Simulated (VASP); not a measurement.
# CuO (Tenorite): zone-centre modes, functional by functional, part 2 of 3

Aim: the vibrations of CuO (Tenorite) at the zone centre, at several levels of theory. The starting structure is a measured crystal structure from the Crystallography Open Database. These runs hold a net moment, 2.0 μB a cell; another magnetic start ends lower, as told below, so these aren't the modes of the lowest state.

VASP 6.6.1.

**2. Modes with LDA+U (Cu d 7 eV) (continued)**

Level of this step: LDA, DFT+U (Cu d 7 eV), spin-polarised from a ferromagnetic start; plane waves and PAW (Cu, O) (VASP).

From OUTCAR (step 2):

```text
ion  position               nearest neighbor table
   1  0.500  0.000  0.500-   3 1.90   4 1.90   3 1.90   4 1.90
   2  0.000  0.500  0.000-   3 1.90   4 1.90   4 1.90   3 1.90
   3  0.449  0.551  0.750-   1 1.90   2 1.90   2 1.90   1 1.90
   4  0.551  0.449  0.250-   1 1.90   2 1.90   1 1.90   2 1.90

  LATTYP: Found a base centered monoclinic cell.
 ALAT       =     4.4249357372
 B/A-ratio  =     0.7854941789
 C/A-ratio  =     1.1392719407
 COS(beta)  =    -0.1094130033

 Subroutine GETGRP returns: Found  4 space group operations
 (whereof  2 operations were pure point group operations)

The static configuration has the point symmetry S_2 .
 The point group associated with its full space group is C_2h.

 Found    242 irreducible k-points:

   k-points           NKPTS =    242   k-points in BZ     NKDIM =    242   number of bands    NBANDS=     26

   dimension x,y,z NGX =    24 NGY =   24 NGZ =   40
   dimension x,y,z NGXF=    48 NGYF=   48 NGZF=   80

   ENCUT  =  520.0 eV  38.22 Ry    6.18 a.u.   5.23  5.23  9.37*2*pi/ulx,y,z

   NELECT =      34.0000    total number of electrons

 k-points in reciprocal lattice and weights: Automatic mesh
   0.00000000  0.00000000  0.00000000       0.001
   0.08333333 -0.00000000  0.00000000       0.005
   0.16666667 -0.00000000  0.00000000       0.005
   0.25000000  0.00000000  0.00000000       0.005
   0.33333333 -0.00000000  0.00000000       0.005
   0.41666667 -0.00000000  0.00000000       0.005
   0.50000000  0.00000000  0.00000000       0.002
   0.08333333  0.08333333  0.00000000       0.002
   0.16666667  0.08333333  0.00000000       0.005
[...]
-0.41666667  0.41666667  0.50000000       0.002
   0.50000000  0.50000000  0.50000000       0.001

atom =   1  type =  1  l = 2

 onsite density matrix

spin component  1

  0.9700 -0.0010 -0.0095  0.0042 -0.0010
 -0.0010  1.0058  0.0013  0.0350 -0.0091
 -0.0095  0.0013  0.9814  0.0022 -0.0020
  0.0042  0.0350  0.0022  1.0227 -0.0112
 -0.0010 -0.0091 -0.0020 -0.0112  0.9827

spin component  2

  0.9632 -0.0179 -0.0120 -0.0178  0.0051
 -0.0179  0.7741 -0.0130 -0.2641  0.0685
 -0.0120 -0.0130  0.9762 -0.0165  0.0029
 -0.0178 -0.2641 -0.0165  0.6234  0.0909
  0.0051  0.0685  0.0029  0.0909  0.9495

 occupancies and eigenvectors

  o =  0.3985  v =  0.0000  0.0000  0.0000  0.0000  0.0000  0.0459  0.5890  0.0375  0.7801 -0.2026      0.0000  0.0000  0.0000  0.0000  0.0000  0.0000  0.0000  0.0000  0.0000  0.0000
  o =  0.9573  v =  0.0000  0.0000  0.0000  0.0000  0.0000 -0.8491 -0.1310 -0.4834  0.1567 -0.0597      0.0000  0.0000  0.0000  0.0000  0.0000  0.0000  0.0000  0.0000  0.0000  0.0000
  o =  0.9637  v =  0.8516  0.1495  0.4727 -0.1531  0.0744  0.0000  0.0000  0.0000  0.0000  0.0000      0.0000  0.0000  0.0000  0.0000  0.0000  0.0000  0.0000  0.0000  0.0000  0.0000
  o =  0.9729  v =  0.0000  0.0000  0.0000  0.0000  0.0000  0.0644  0.1086 -0.1317 -0.3208 -0.9294      0.0000  0.0000  0.0000  0.0000  0.0000  0.0000  0.0000  0.0000  0.0000  0.0000
  o =  0.9739  v =  0.0000  0.0000  0.0000  0.0000  0.0000  0.1236 -0.7842  0.1931  0.5019 -0.2837      0.0000  0.0000  0.0000  0.0000  0.0000  0.0000  0.0000  0.0000  0.0000  0.0000
  o =  0.9786  v =  0.0784 -0.7254  0.2539  0.6053  0.1918  0.0000  0.0000  0.0000  0.0000  0.0000      0.0000  0.0000  0.0000  0.0000  0.0000  0.0000  0.0000  0.0000  0.0000  0.0000
  o =  0.9797  v = -0.1443  0.2763  0.0344  0.0347  0.9489  0.0000  0.0000  0.0000  0.0000  0.0000      0.0000  0.0000  0.0000  0.0000  0.0000  0.0000  0.0000  0.0000  0.0000  0.0000
  o =  0.9837  v =  0.0000  0.0000  0.0000  0.0000  0.0000 -0.5074  0.0953  0.8428 -0.1100 -0.1055      0.0000  0.0000  0.0000  0.0000  0.0000  0.0000  0.0000  0.0000  0.0000  0.0000
  o =  0.9871  v =  0.4969 -0.0975 -0.8424  0.1311  0.1297  0.0000  0.0000  0.0000  0.0000  0.0000      0.0000  0.0000  0.0000  0.0000  0.0000  0.0000  0.0000  0.0000  0.0000  0.0000
  o =  1.0535  v = -0.0296 -0.6046 -0.0363 -0.7693  0.2010  0.0000  0.0000  0.0000  0.0000  0.0000      0.0000  0.0000  0.0000  0.0000  0.0000  0.0000  0.0000  0.0000  0.0000  0.0000

atom =   2  type =  1  l = 2

 onsite density matrix

spin component  1

  0.9697 -0.0010  0.0094 -0.0041  0.0009
 -0.0010  1.0048 -0.0012 -0.0340  0.0087
  0.0094 -0.0012  0.9810  0.0022 -0.0019
 -0.0041 -0.0340  0.0022  1.0212 -0.0108
  0.0009  0.0087 -0.0019 -0.0108  0.9820

spin component  2

  0.9632 -0.0177  0.0120  0.0177 -0.0050
 -0.0177  0.7739  0.0131  0.2646 -0.0680
  0.0120  0.0131  0.9759 -0.0167  0.0029
  0.0177  0.2646 -0.0167  0.6222  0.0904
 -0.0050 -0.0680  0.0029  0.0904  0.9496

 occupancies and eigenvectors

  o =  0.3975  v =  0.0000  0.0000  0.0000  0.0000  0.0000 -0.0455 -0.5887  0.0379  0.7807 -0.2010      0.0000  0.0000  0.0000  0.0000  0.0000  0.0000  0.0000  0.0000  0.0000  0.0000
  o =  0.9572  v =  0.0000  0.0000  0.0000  0.0000  0.0000  0.8473  0.1298 -0.4873  0.1556 -0.0597      0.0000  0.0000  0.0000  0.0000  0.0000  0.0000  0.0000  0.0000  0.0000  0.0000
  o =  0.9635  v =  0.8518  0.1456 -0.4748  0.1509 -0.0712  0.0000  0.0000  0.0000  0.0000  0.0000      0.0000  0.0000  0.0000  0.0000  0.0000  0.0000  0.0000  0.0000  0.0000  0.0000
  o =  0.9727  v =  0.0000  0.0000  0.0000  0.0000  0.0000 -0.0694 -0.0749 -0.1202 -0.2972 -0.9417      0.0000  0.0000  0.0000  0.0000  0.0000  0.0000  0.0000  0.0000  0.0000  0.0000
  o =  0.9738  v =  0.0000  0.0000  0.0000  0.0000  0.0000 -0.1199  0.7889  0.1961  0.5161 -0.2418      0.0000  0.0000  0.0000  0.0000  0.0000  0.0000  0.0000  0.0000  0.0000  0.0000
  o =  0.9784  v = -0.0667  0.7067  0.2515  0.6065  0.2550  0.0000  0.0000  0.0000  0.0000  0.0000      0.0000  0.0000  0.0000  0.0000  0.0000  0.0000  0.0000  0.0000  0.0000  0.0000
  o =  0.9792  v =  0.1445 -0.3233  0.0173 -0.0077  0.9350  0.0000  0.0000  0.0000  0.0000  0.0000      0.0000  0.0000  0.0000  0.0000  0.0000  0.0000  0.0000  0.0000  0.0000  0.0000
  o =  0.9835  v =  0.0000  0.0000  0.0000  0.0000  0.0000  0.5107 -0.0929  0.8415 -0.1078 -0.1036      0.0000  0.0000  0.0000  0.0000  0.0000  0.0000  0.0000  0.0000  0.0000  0.0000
  o =  0.9867  v =  0.4982 -0.0961  0.8425 -0.1291 -0.1269  0.0000  0.0000  0.0000  0.0000  0.0000      0.0000  0.0000  0.0000  0.0000  0.0000  0.0000  0.0000  0.0000  0.0000  0.0000
  o =  1.0509  v =  0.0293  0.6047 -0.0364 -0.7698  0.1989  0.0000  0.0000  0.0000  0.0000  0.0000      0.0000  0.0000  0.0000  0.0000  0.0000  0.0000  0.0000  0.0000  0.0000  0.0000

 average (electrostatic) potential at core
       1 -65.9242       2 -65.9490       3 -70.5221       4 -70.5222

 E-fermi :   5.9013

 spin component 1
 k-point     1 :       0.0000    0.0000    0.0000
[...]
direct lattice vectors                 reciprocal lattice vectors
     2.211716751 -1.737880632  0.057646179     0.225267117 -0.287706757  0.030755616
     2.211716751  1.737880632  0.057646179     0.225267117  0.287706757  0.030755616
    -0.681946915  0.000000000  4.994867117    -0.005199653  0.000000000  0.199495620

 POSITION                                       TOTAL-FORCE (eV/Angst)
 -----------------------------------------------------------------------------------
      0.76488     -0.86894      2.52626         0.014599     -0.015952     -0.114090
      1.10586      0.86894      0.02882         0.013823      0.014527     -0.108088
      1.70026      0.17794      3.78880        -0.041484      0.000433      0.316327
      2.04123     -0.17794      1.30636         0.013062      0.000992     -0.094149
 -----------------------------------------------------------------------------------
    total drift:                                0.000015     -0.000045      0.000429

  FREE ENERGIE OF THE ION-ELECTRON SYSTEM (eV)
  ---------------------------------------------------
  free  energy   TOTEN  =       -19.3438251124 eV

  energy  without entropy=      -19.3438251124  energy(sigma->0) =      -19.34382511

 Eigenvectors and eigenvalues of the dynamical matrix
 ----------------------------------------------------

   1 f  =   20.704239 THz   130.088568 2PiTHz  690.619062 cm-1    85.625812 meV
             X         Y         Z           dx          dy          dz
      0.764885 -0.868940  2.526257    -0.000000   -0.000000   -0.000000
      1.105858  0.868940  0.028823    -0.000000    0.000000   -0.000000
      1.700257  0.177939  3.803797     0.131301   -0.000000   -0.694809
      2.041230 -0.177939  1.306363    -0.131301   -0.000000    0.694809

   2 f  =   17.549764 THz   110.268418 2PiTHz  585.397109 cm-1    72.579959 meV
             X         Y         Z           dx          dy          dz
      0.764885 -0.868940  2.526257    -0.185783   -0.044777    0.256064
      1.105858  0.868940  0.028823    -0.185783    0.044777    0.256064
      1.700257  0.177939  3.803797     0.370567   -0.000000   -0.510481
      2.041230 -0.177939  1.306363     0.370567    0.000000   -0.510481

   3 f  =   15.566062 THz    97.804450 2PiTHz  519.227929 cm-1    64.376030 meV
             X         Y         Z           dx          dy          dz
      0.764885 -0.868940  2.526257    -0.245442   -0.176363   -0.184387
      1.105858  0.868940  0.028823    -0.245442    0.176363   -0.184387
      1.700257  0.177939  3.803797     0.489425   -0.000000    0.367586
      2.041230 -0.177939  1.306363     0.489425    0.000000    0.367586

   4 f  =   14.638890 THz    91.978856 2PiTHz  488.300794 cm-1    60.541555 meV
             X         Y         Z           dx          dy          dz
      0.764885 -0.868940  2.526257    -0.230905   -0.297477   -0.077023
      1.105858  0.868940  0.028823     0.230905   -0.297477    0.077023
      1.700257  0.177939  3.803797    -0.000000    0.593513   -0.000000
      2.041230 -0.177939  1.306363     0.000000    0.593513    0.000000

   5 f  =   11.124694 THz    69.898512 2PiTHz  371.079837 cm-1    46.008015 meV
             X         Y         Z           dx          dy          dz
      0.764885 -0.868940  2.526257    -0.000000    0.000000   -0.000000
      1.105858  0.868940  0.028823    -0.000000    0.000000    0.000000
      1.700257  0.177939  3.803797    -0.694809   -0.000000   -0.131301
      2.041230 -0.177939  1.306363     0.694809   -0.000000    0.131301

   6 f  =   10.194178 THz    64.051909 2PiTHz  340.041174 cm-1    42.159713 meV
             X         Y         Z           dx          dy          dz
      0.764885 -0.868940  2.526257     0.119647    0.017540   -0.695812
      1.105858  0.868940  0.028823    -0.119647    0.017540    0.695812
      1.700257  0.177939  3.803797     0.000000   -0.034959   -0.000000
      2.041230 -0.177939  1.306363    -0.000000   -0.034959   -0.000000

   7 f  =    9.288588 THz    58.361920 2PiTHz  309.833949 cm-1    38.414496 meV
             X         Y         Z           dx          dy          dz
      0.764885 -0.868940  2.526257     0.000000   -0.000000   -0.000000
      1.105858  0.868940  0.028823    -0.000000   -0.000000    0.000000
      1.700257  0.177939  3.803797     0.000000   -0.707107   -0.000000
      2.041230 -0.177939  1.306363    -0.000000    0.707107   -0.000000

   8 f  =    5.024210 THz    31.568045 2PiTHz  167.589620 cm-1    20.778455 meV
             X         Y         Z           dx          dy          dz
      0.764885 -0.868940  2.526257    -0.657547    0.107056   -0.099562
      1.105858  0.868940  0.028823     0.657547    0.107056    0.099562
      1.700257  0.177939  3.803797    -0.000000   -0.215079   -0.000000
      2.041230 -0.177939  1.306363    -0.000000   -0.215079   -0.000000

   9 f  =    4.595474 THz    28.874213 2PiTHz  153.288502 cm-1    19.005343 meV
             X         Y         Z           dx          dy          dz
      0.764885 -0.868940  2.526257    -0.075398    0.683294   -0.030967
      1.105858  0.868940  0.028823    -0.075398   -0.683294   -0.030967
      1.700257  0.177939  3.803797     0.150671   -0.000000    0.061346
      2.041230 -0.177939  1.306363     0.150671   -0.000000    0.061346

  10 f/i=    0.002233 THz     0.014033 2PiTHz    0.074500 cm-1     0.009237 meV
             X         Y         Z           dx          dy          dz
      0.764885 -0.868940  2.526257     0.167235    0.000126    0.609510
      1.105858  0.868940  0.028823     0.167235   -0.000126    0.609510
      1.700257  0.177939  3.803797     0.083894    0.000000    0.305764
      2.041230 -0.177939  1.306363     0.083894    0.000000    0.305764

  11 f/i=    0.004843 THz     0.030426 2PiTHz    0.161529 cm-1     0.020027 meV
             X         Y         Z           dx          dy          dz
      0.764885 -0.868940  2.526257    -0.609582    0.000176    0.167246
      1.105858  0.868940  0.028823    -0.609582   -0.000176    0.167246
      1.700257  0.177939  3.803797    -0.305620    0.000000    0.083872
      2.041230 -0.177939  1.306363    -0.305620    0.000000    0.083872

  12 f/i=    0.008333 THz     0.052358 2PiTHz    0.277961 cm-1     0.034463 meV
             X         Y         Z           dx          dy          dz
      0.764885 -0.868940  2.526257    -0.000621    0.632249   -0.000077
      1.105858  0.868940  0.028823     0.000621    0.632249    0.000077
      1.700257  0.177939  3.803797     0.000000    0.316640   -0.000000
      2.041230 -0.177939  1.306363     0.000000    0.316640   -0.000000

 ELASTIC MODULI CONTR FROM IONIC RELAXATION (kBar)
 Direction    XX          YY          ZZ          XY          YZ          ZX
 --------------------------------------------------------------------------------
 XX         -12.3310     43.7899     69.5511      0.0000     -0.0000     99.4295
 YY          43.7899   -155.5069   -246.9902     -0.0000      0.0000   -353.0945
 ZZ          69.5511   -246.9902   -392.2922     -0.0000      0.0000   -560.8168
 XY           0.0000     -0.0000     -0.0000   -287.7282   -184.7300     -0.0000
 YZ          -0.0000      0.0000      0.0000   -184.7300   -734.5100      0.0000
 ZX          99.4295   -353.0945   -560.8168     -0.0000      0.0000   -801.7379
 --------------------------------------------------------------------------------

 total charge
# of ion       s       p       d       tot
------------------------------------------
    1        0.416   0.466   9.222  10.105
    2        0.416   0.466   9.222  10.105
    3        1.543   3.467   0.000   5.009
    4        1.543   3.467   0.000   5.009
--------------------------------------------------
tot          3.918   7.866  18.444  30.228

 magnetization (x)
# of ion       s       p       d       tot
------------------------------------------
    1       -0.003   0.004   0.675   0.676
    2       -0.003   0.004   0.675   0.676
    3        0.021   0.265   0.000   0.287
    4        0.021   0.265   0.000   0.287
--------------------------------------------------
tot          0.037   0.540   1.349   1.926

[... 6 further parts left out ...]
```

Another magnetic start on this crystal ends lower by 23 meV an atom at this level, with moments of up to 0.6 μB that cancel in the cell; so the state that LDA+U (Cu d 7 eV) gives here is not the lowest.

The last energy, forces, stress and levels in OUTCAR belong to the last displaced cell, not to the cell of POSCAR.

LDA+U (Cu d 7 eV): the zone-centre modes are at the top Bg (2) 690.6, Bu (3) 585.4, Bu (2) 519.2, Au (3) 488.3 cm⁻¹, at the bottom Au (2) 340.0, Ag 309.8, Au (1) 167.6, Bu (1) 153.3 cm⁻¹, with 1 more of the listed ones between.

**3. Modes with LDA+U (Cu d 7 eV) at the measured cell**

The atoms were first relaxed in the fixed cell, in a run that isn't shown.

File INCAR:

```
SYSTEM = CuO
PREC = Accurate
ENCUT = 520
EDIFF = 1E-08
NELM = 100
ISMEAR = 0
SIGMA = 0.03
LREAL = .FALSE.
ALGO = Normal
GGA = CA
NBANDS = 26
ISPIN = 2
MAGMOM = 0.6 0.6 0 0
LDAU = .TRUE.
LDAUTYPE = 2
LDAUL = 2 -1
LDAUU = 7 0
LDAUJ = 0 0
LDAUPRINT = 1
LASPH = .TRUE.
LMAXMIX = 4
LORBIT = 11
LWAVE = .FALSE.
LCHARG = .FALSE.
KPAR = 8
IBRION = 6
NFREE = 2
POTIM = 0.015
NSW = 1
ISIF = 2
```

File POSCAR:

```
CuO
1.0
    2.3416500000     -1.7104000000      0.0000000000
    2.3416500000      1.7104000000      0.0000000000
   -0.8525105176      0.0000000000      5.0580599223
Cu O
2 2
Direct
    0.5000000000      0.0000000000      0.5000000000
    0.0000000000      0.5000000000      0.0000000000
    0.4321077438      0.5678922562      0.7500000000
    0.5678922562      0.4321077438      0.2500000000
```

File KPOINTS:

```
Automatic mesh
0
Gamma
12 12 6
0 0 0
```

The projector-augmented-wave data sets are Cu and O (LDA family, release 64).

The run is started by

```sh
> mpirun -np 8 vasp_std
```

What it wrote:

```text
[banner, memory and clock lines left out]
running    8 mpi-ranks, on    1 nodes
[...]
[... a notice as in an earlier step ...]

 LDA part: xc-table for (Slater(with rela. corr.)+CA(PZ))
 , standard interpolation
 POSCAR, INCAR and KPOINTS ok, starting setup
[...]
entering main loop
       N       E                     dE             d eps       ncg     rms          rms(c)
DAV:   1     0.298881208322E+03    0.29888E+03   -0.16149E+04 27074   0.214E+03
DAV:   2     0.183085848122E+02   -0.28057E+03   -0.25768E+03 25570   0.397E+02
DAV:   3    -0.203009553253E+02   -0.38610E+02   -0.36532E+02 27860   0.159E+02
DAV:   4    -0.216219062774E+02   -0.13210E+01   -0.13098E+01 31886   0.314E+01
[...]
DAV:  18    -0.192231636555E+02   -0.12842E-06   -0.31708E-07 40896   0.185E-02    0.133E-03
DAV:  19    -0.192231637624E+02   -0.10687E-06   -0.10141E-07 37416   0.108E-02    0.759E-04
DAV:  20    -0.192231637702E+02   -0.77680E-08   -0.20490E-08 18880   0.488E-03
   1 F= -.19223164E+02 E0= -.19223164E+02  d E =-.429015E-14  mag=     2.0000
[... from here on, the cycles between the ionic steps are left out ...]
   2 F= -.19222125E+02 E0= -.19222125E+02  d E =-.411684E-14  mag=     2.0000
   3 F= -.19222125E+02 E0= -.19222125E+02  d E =-.411194E-14  mag=     2.0000
   4 F= -.19222276E+02 E0= -.19222276E+02  d E =-.419970E-14  mag=     2.0000
   5 F= -.19222276E+02 E0= -.19222276E+02  d E =-.417915E-14  mag=     2.0000
   6 F= -.19221320E+02 E0= -.19221320E+02  d E =-.514656E-14  mag=     2.0000
   7 F= -.19221320E+02 E0= -.19221320E+02  d E =-.511486E-14  mag=     2.0000
   8 F= -.19222291E+02 E0= -.19222291E+02  d E =-.482616E-15  mag=     2.0000
   9 F= -.19222291E+02 E0= -.19222291E+02  d E =-.462368E-15  mag=     2.0000
  10 F= -.19222459E+02 E0= -.19222459E+02  d E =-.618889E-15  mag=     2.0000
  11 F= -.19222435E+02 E0= -.19222435E+02  d E =-.622099E-13  mag=     2.0000
  12 F= -.19221328E+02 E0= -.19221328E+02  d E =-.114423E-16  mag=     2.0000
  13 F= -.19221328E+02 E0= -.19221328E+02  d E =-.114715E-16  mag=     2.0000
 Finite differences progress:
  Degree of freedom:   6/  6
  Displacement:        2/  2
  Total:              12/ 12
```

It took 12 min on 8 MPI ranks of Intel Xeon 6975P-C (Granite Rapids), shared host; peak memory 9.2 GiB; 1.5 h of CPU time.

OUTCAR, selected parts (step 3):

```text
  Total       -3.5750614     -2.0977947     -3.2373968      0.0959669      0.0918096      0.9301478
  in kB     -141.3710379    -82.9544956   -128.0185443      3.7948849      3.6304900     36.7814571
  external PRESSURE =    -117.4480259 kB  Pullay stress =       0.0000000 kB

 POSITION                                       TOTAL-FORCE (eV/Angst)
 -----------------------------------------------------------------------------------
      0.74457     -0.85520      2.52903        -0.000606     -0.024736     -0.082849
      1.17083      0.85520      0.00000        -0.000698      0.022904     -0.078009
      1.70227      0.23225      3.77854        -0.010275      0.002346      0.244530
      2.12852     -0.23225      1.26451         0.011579     -0.000514     -0.083672
 -----------------------------------------------------------------------------------
    total drift:                               -0.000045     -0.000021      0.000278

  FREE ENERGIE OF THE ION-ELECTRON SYSTEM (eV)
  ---------------------------------------------------
  free  energy   TOTEN  =       -19.2213278905 eV

  energy  without entropy=      -19.2213278905  energy(sigma->0) =      -19.22132789

 magnetization (x)
# of ion       s       p       d       tot
------------------------------------------
    1       -0.001   0.004   0.680   0.683
    2       -0.001   0.004   0.680   0.683
    3        0.019   0.260   0.000   0.279
    4        0.019   0.260   0.000   0.279
--------------------------------------------------
tot          0.035   0.529   1.360   1.924

[... 1 part as in an earlier step ...]

[... 2 further parts left out ...]
[key lines of the parts left out:]
E-fermi :   5.0536
```

The last energy, forces and stress in OUTCAR belong to the last displaced cell, not to that of POSCAR.

With LDA+U (Cu d 7 eV) at the measured cell the modes are at the top Bg (2) 611.7, Bu (3) 484.3 cm⁻¹, at the bottom Au (1) 158.9, Bu (1) 145.8 cm⁻¹, with 5 more of the listed ones between; the largest shift is -101.1 cm⁻¹, in Bu (3), from LDA+U (Cu d 7 eV).

(Continued in part 3 of 3.)

[Lines on the potential files, build, host, timing and source positions are cut from VASP's logs without a mark.]

[Logs are printed without paths, hosts, clocks, repeated set-up lines and the standing remarks that a program may print on its own settings, such as how far it seeks lower states.]

[Hosts, paths, dates, database ids (printed as entryN), source tags and the programs' standing remarks are cut or masked in the printed files.]
